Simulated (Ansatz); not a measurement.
**One crystal, many levels of theory: BaS (Fm-3m)**

Wanted: a ladder of band gaps for BaS (Fm-3m), from density functionals to G0W0.

Program: Ansatz 0.2.0. Level of theory: density functionals, hybrids and G0W0, plane waves, PAW. Results are calculated unless marked as measured.

This is a report of a sequence of runs, with most program output left out.

In doubt: masses and optical values from hybrid runs of this build are listed as unsure (step 10), which bears on the screening that GW takes from such a start.

## (1) Starting point

The structure is cubic, space group Fm-3m (No. 225). The conventional cell has a = 6.388 Å, b = 6.388 Å, c = 6.388 Å, α = 90.00°, β = 90.00°, γ = 90.00°. Nearest to Ba lie 6 S at 3.19 Å. S has 6 Ba at 3.19 Å nearest. Farther neighbours and most contacts between anions are not listed.

Structure file:

```cif
data_structure
_symmetry_space_group_name_H-M 'Fm-3m'
_symmetry_Int_Tables_number 225
_cell_length_a 6.3875
_cell_length_b 6.3875
_cell_length_c 6.3875
_cell_angle_alpha 90.000
_cell_angle_beta 90.000
_cell_angle_gamma 90.000
_cell_volume 260.61
loop_
_atom_site_label
_atom_site_type_symbol
_atom_site_symmetry_multiplicity
_atom_site_Wyckoff_symbol
_atom_site_fract_x
_atom_site_fract_y
_atom_site_fract_z
_atom_site_occupancy
Ba1 Ba 4 a 0.00000 0.00000 0.00000 1
S1 S 4 b 0.50000 0.00000 0.00000 1
```

The cell and positions come from the Crystallography Open Database and are kept as given unless a step says otherwise. Spin-orbit coupling is left out unless a step names it.

The logs state that the PAW files were generated under PBE.

## (2) LDA on the 6×6×6 mesh

This step: DFT, LDA, plane waves, PAW; PAW set soft_1.

The input, input.yaml:

```yaml
crystal:
  lattice:
    - [0.0, 3.19375, 3.19375]
    - [3.19375, 0.0, 3.19375]
    - [3.19375, 3.19375, 0.0]
  atoms:
    - { symbol: Ba, position: [0.0, 0.0, 0.0] }
    - { symbol: S, position: [0.5, 0.5, 0.5] }
kpoints:
  mp_grid: { grid: [6, 6, 6] }
  band_path:
    path:
      - [0.0, 0.0, 0.0]
      - [0.5, 0.0, 0.5]
      - [0.625, 0.25, 0.625]
      - [0.375, 0.375, 0.75]
      - [0.5, 0.5, 0.5]
      - [0.5, 0.25, 0.75]
    npoints: 1
hamiltonian:
  xc: lda
  pseudopotentials: { kind: paw, azcp: { folder: soft_1 }, xc_functional: pbe }
scf:
  occupations: { method: fixed }
  n_extra_bands: 4
output:
  eigenvalues: true
```

Run with:

```bash
ansatz run input.yaml --threads 24 --pin off --max-ram 82944MiB --backend cuda --events-out ev --progress --plain --runs-dir out --devices 1 --max-vram 78GiB
```

It took 1.3 s on 1 × NVIDIA GB200 (shared by 2 runs) with 24 threads of Arm Neoverse V2, shared host; peak memory 0.92 GiB; 1.6 s of CPU time.

This step gave:

| Item | Value |
| --- | --- |
| gap | 2.007 eV |
| valence top at | Γ |
| conduction bottom at | X |
| least direct gap | 2.116 eV |

Over mesh and listed points the gap is 2.007 eV, from k = Γ to k = (0.500, 0.000, 0.500). The least direct gap found is 2.116 eV, at k = (0.500, 0.000, 0.500).

## (3) PBE on the 6×6×6 mesh

Levels along a band path and on the mesh show where this functional puts the band edges.

This step: DFT, PBE, plane waves, PAW; PAW set soft_1.

input.yaml, the sections that differ from step 2:

```yaml
kpoints:
  mp_grid: { grid: [6, 6, 6] }
  band_path:
    path:
      - [[0.0, 0.0, 0.0], [0.5, 0.0, 0.5], [0.625, 0.25, 0.625]]
      - [[0.375, 0.375, 0.75], [0.0, 0.0, 0.0], [0.5, 0.5, 0.5], [0.5, 0.25, 0.75], [0.5, 0.0, 0.5]]
    npoints: 10
hamiltonian:
  xc: pbe
  pseudopotentials: { kind: paw, azcp: { folder: soft_1 } }
scf:
  occupations: { method: fermi_dirac, width: 0.02 }
  n_extra_bands: 4
# crystal, output: as in step 2
```

Wall time 1.5 s (1 × NVIDIA GB200 (shared by 2 runs) with 24 threads); peak memory 0.95 GiB; 1.8 s of CPU time.

This step gave:

| Quantity | Value |
| --- | --- |
| filled bands | 8 |
| gap | 2.206 eV |
| valence top at | Γ |
| conduction bottom at | X |
| least direct gap | 2.311 eV |

Over mesh and path the gap is 2.206 eV, from k = Γ to k = (0.500, 0.000, 0.500). The least direct gap found is 2.311 eV, at k = (0.500, 0.000, 0.500). PBE against LDA: 2.206 − 2.007 = +0.199 eV, with the same mesh, files and cutoff, and both edges at the same k points.

## (4) PBE+SOC on the 6×6×6 mesh

This run has two-component orbitals with spin-orbit coupling.

This step: DFT, PBE with spin-orbit coupling, plane waves, PAW; PAW set soft_1.

input.yaml, the sections that differ from step 3:

```yaml
kpoints:
  mp_grid: { grid: [6, 6, 6] }
  band_path:
    path:
      - [0.0, 0.0, 0.0]
      - [0.5, 0.0, 0.5]
      - [0.625, 0.25, 0.625]
      - [0.375, 0.375, 0.75]
      - [0.5, 0.5, 0.5]
      - [0.5, 0.25, 0.75]
    npoints: 1
hamiltonian:
  xc: pbe
  pseudopotentials: { kind: paw_fr, azcp: { folder: soft_1 } }
scf:
  occupations: { method: fixed }
  n_extra_bands: 8
magnetization:
  noncollinear: true
  spin_orbit: true
# crystal, output: as in step 3
```

It took 1.4 s on 1 × NVIDIA GB200 (shared by 2 runs) with 24 threads; peak memory 1.1 GiB.

This step gave:

* gap: 2.161 eV
* valence top at: Γ
* conduction bottom at: X
* least direct gap: 2.230 eV

Over mesh and listed points the gap is 2.161 eV, from k = Γ to k = (0.500, 0.000, 0.500). The least direct gap found is 2.230 eV, at k = (0.500, 0.000, 0.500). PBE+SOC against PBE: 2.161 − 2.206 = −0.045 eV, with the same mesh, set of files (read in its fully relativistic form for the spin-orbit run) and cutoff, and both edges at the same k points. The spin-orbit run sees mesh and listed points alone, so its gap is an upper bound: the coupling can move an edge off these points, and the change over the zone, its sign included where it is small, is not known.

## (5) r2SCAN on the 6×6×6 mesh

r2SCAN is a meta-GGA: it depends on the kinetic-energy density as well as on the density and its gradient.

This step: DFT, r2SCAN, plane waves, PAW; PAW set soft_1.

input.yaml, the sections that differ from step 4:

```yaml
hamiltonian:
  xc: r2scan
  pseudopotentials: { kind: paw, azcp: { folder: soft_1 } }
scf:
  occupations: { method: fixed }
  n_extra_bands: 4
# crystal, kpoints, output: as in step 4
# magnetization: removed
```

Run time: 1.9 s. Hardware: 1 × NVIDIA GB200 (shared by 2 runs) with 24 threads; peak memory 1 GiB.

This step gave:

```
gap                  : 2.554 eV
valence top at       : Γ
conduction bottom at : X
least direct gap     : 2.657 eV
```

Over mesh and listed points the gap is 2.554 eV, from k = Γ to k = (0.500, 0.000, 0.500). The least direct gap found is 2.657 eV, at k = (0.500, 0.000, 0.500). r2SCAN against PBE: 2.554 − 2.206 = +0.348 eV. The runs also differ in plane-wave cutoff (420 eV and 500 eV), so how much of this comes from the functional alone is not known.

## (6) HSE06 on the 4×4×4 mesh

HSE06 mixes in a quarter of exact exchange at short range.

This step: DFT, HSE06, plane waves, PAW; PAW set soft_1.

Changes to input.yaml since step 5:

```diff
@@ -9,3 +9,3 @@
 kpoints:
-  mp_grid: { grid: [6, 6, 6] }
+  mp_grid: { grid: [4, 4, 4] }
   band_path:
@@ -20,3 +20,3 @@
 hamiltonian:
-  xc: r2scan
+  xc: hse06
   pseudopotentials: { kind: paw, azcp: { folder: soft_1 } }
```

The job ended after 2.9 s (1 × NVIDIA GB200 (shared by 2 runs) with 24 threads; peak memory 1.2 GiB).

This step gave:

```
gap                     : 3.114 eV
valence top at          : Γ
conduction bottom at    : X
least direct gap        : 3.243 eV
exact-exchange fraction : 0.25
```

Over mesh and listed points the gap is 3.114 eV, from k = Γ to k = (0.500, 0.000, 0.500). The least direct gap found is 3.243 eV, at k = (0.500, 0.000, 0.500). HSE06 against PBE: 3.114 − 2.206 = +0.908 eV. The runs also differ in mesh (6×6×6 and 4×4×4), so how much of this comes from the functional alone is not known.

## (7) PBE0 on the 4×4×4 mesh

PBE0 mixes in a quarter of exact exchange at all distances.

This step: DFT, PBE0, plane waves, PAW; PAW set soft_1.

Changes to input.yaml since step 6:

```diff
@@ -20,3 +20,3 @@
 hamiltonian:
-  xc: hse06
+  xc: pbe0
   pseudopotentials: { kind: paw, azcp: { folder: soft_1 } }
```

Elapsed: 4.1 s, on 1 × NVIDIA GB200 (shared by 2 runs) with 24 threads; peak memory 1.1 GiB; 9 s of CPU time.

This step gave:

```yaml
gap: 3.810 eV
valence_top_at: Γ
conduction_bottom_at: X
least_direct_gap: 3.946 eV
exact_exchange_fraction: 0.25
```

Over mesh and listed points the gap is 3.810 eV, from k = Γ to k = (0.500, 0.000, 0.500). The least direct gap found is 3.946 eV, at k = (0.500, 0.000, 0.500). PBE0 against HSE06: 3.810 − 3.114 = +0.696 eV, with the same mesh, files and cutoff, and both edges at the same k points.

## (8) DDH-PBE0 on the 4×4×4 mesh

The input asks for a share of exact exchange of one over the crystal's ε∞, which the program works out first.

This step: DFT, dielectric-dependent PBE0 (fraction 1/eps_inf of PBE), plane waves, PAW; PAW set soft_1.

Changes to input.yaml since step 7:

```diff
@@ -8,2 +8,3 @@
     - { symbol: S, position: [0.5, 0.5, 0.5] }
+  host: atoms
 kpoints:
@@ -20,3 +21,6 @@
 hamiltonian:
-  xc: pbe0
+  xc:
+    exchange: pbe
+    correlation: pbe
+    exx: { coeff: inverse_dielectric }
   pseudopotentials: { kind: paw, azcp: { folder: soft_1 } }
```

Elapsed: 6.3 s, on 1 × NVIDIA GB200 (shared by 2 runs) with 24 threads; peak memory 1.2 GiB.

Numbers from this step:

```
gap                     : 3.540 eV
valence top at          : Γ
conduction bottom at    : X
least direct gap        : 3.671 eV
exact-exchange fraction : 0.2089
```

Over mesh and listed points the gap is 3.540 eV, from k = Γ to k = (0.500, 0.000, 0.500). The least direct gap found is 3.671 eV, at k = (0.500, 0.000, 0.500). DDH-PBE0 against PBE0: 3.540 − 3.810 = −0.270 eV, with the same mesh, files and cutoff, and both edges at the same k points.

## (9) G0W0@PBE, 4×4×4 mesh, 418 empty bands, screening to 200 eV, PAW set soft_1 files

G0W0 replaces the xc potential by a self-energy built once from the orbitals of the start. Levels are corrected in the window of bands that the input names, at points of the mesh.

This step: G0W0 on PBE, plane waves, PAW; PAW set soft_1.

The input, input.yaml:

```yaml
crystal:
  lattice:
    - [0.0, 3.19375, 3.19375]
    - [3.19375, 0.0, 3.19375]
    - [3.19375, 3.19375, 0.0]
  atoms:
    - { symbol: Ba, position: [0.0, 0.0, 0.0] }
    - { symbol: S, position: [0.5, 0.5, 0.5] }
kpoints:
  mp_grid: { grid: [4, 4, 4] }
hamiltonian:
  xc: pbe
  pseudopotentials: { kind: paw, azcp: { folder: soft_1 } }
scf:
  occupations: { method: fixed }
gw:
  n_empty_bands: 418
  ecut_chi: 200.0
  qp_bands: [v2, c2]
  qp_kpoints: band_edges
  screening: { model: contour_deformation }
```

The job ended after 2.6 s (1 × NVIDIA GB200 (shared by 2 runs) with 24 threads; peak memory 1.5 GiB; 7.8 s of CPU time).

Numbers from this step:

| Quantity | Value |
| --- | --- |
| bands summed | 426 |
| RPA ε∞ on this mesh (eigenvalues) | 4.644, 4.644, 4.644 |
| plane waves in the screening matrix | 411 |
| G0W0 gap over the corrected points | 3.516 eV |
| k of the valence top | 0, 0, 0 |
| k of the conduction bottom | 0, -0.5, -0.5 |
| starting gap on the mesh | 2.202 eV |
| Z at the valence top | 0.7505 |
| Z at the conduction bottom | 0.8079 |
| least direct G0W0 gap over the corrected points | 3.644 eV |

Over 6 of 8 irreducible mesh points the G0W0 gap is 3.516 eV, from k = Γ to k = (0.000, -0.500, -0.500). The PBE gap of this run on the mesh is 2.202 eV. The two states that bound the G0W0 gap lie that far apart at the start, so the correction of the gap is 3.516 − 2.202 = +1.314 eV.

## (10) G0W0@HSE06, 4×4×4 mesh, 194 empty bands, screening to 120 eV, PAW set soft_1 files

This step: G0W0 on HSE06, plane waves, PAW; PAW set soft_1.

Changes to input.yaml since step 9:

```diff
@@ -11,3 +11,3 @@
 hamiltonian:
-  xc: pbe
+  xc: hse06
   pseudopotentials: { kind: paw, azcp: { folder: soft_1 } }
@@ -16,4 +16,4 @@
 gw:
-  n_empty_bands: 418
-  ecut_chi: 200.0
+  n_empty_bands: 194
+  ecut_chi: 120
   qp_bands: [v2, c2]
```

Run time: 6.2 s. Hardware: 1 × NVIDIA GB200 (shared by 2 runs) with 24 threads; peak memory 1.3 GiB.

This step gave:

```
bands summed                                    : 202
RPA ε∞ on this mesh (eigenvalues)               : 3.778, 3.778, 3.778
plane waves in the screening matrix             : 181
G0W0 gap over the corrected points              : 3.874 eV
k of the valence top                            : 0, 0, 0
k of the conduction bottom                      : 0, -0.5, -0.5
starting gap on the mesh                        : 3.114 eV
Z at the valence top                            : 0.7850
Z at the conduction bottom                      : 0.8347
least direct G0W0 gap over the corrected points : 4.011 eV
```

Over 6 of 8 irreducible mesh points the G0W0 gap is 3.874 eV, from k = Γ to k = (0.000, -0.500, -0.500). The HSE06 gap of this run on the mesh is 3.114 eV. The two states that bound the G0W0 gap lie that far apart at the start, so the correction of the gap is 3.874 − 3.114 = +0.760 eV. G0W0@HSE06 against G0W0@PBE with 202 bands (a further run, in the table below): 3.874 − 3.408 = +0.466 eV, with the same mesh, files and cutoffs, and both edges at the same k points.

[end of part 1 of 2]

[Paths, hosts, dates, memory and timing lines, banners, echoed tables and standing remarks are left out of the program output.]

[Logs are printed without paths, hosts, clocks, repeated set-up lines and the standing remarks that a program may print on its own settings, such as how far it seeks lower states.]

[Runs of the session that timed out or met a known fault of the program may be left out.]

[Cells called generated may have been cut or substituted from an entry of the Crystallography Open Database or the Materials Project.]

[Hosts, paths, dates, database ids (printed as entryN), source tags and the programs' standing remarks are cut or masked in the printed files.]

[Where an RPA ε∞ is given, it is that of the G0W0 mesh and is not shown converged in it. Names of k-points follow the symmetry that the program found, which can be lower than the space group named. Band edges on a path are those of the sampled points; other points can move an edge, and change direct to indirect where valleys lie close.]

[Hybrid gaps are those of their k-mesh and are not shown converged in it.]
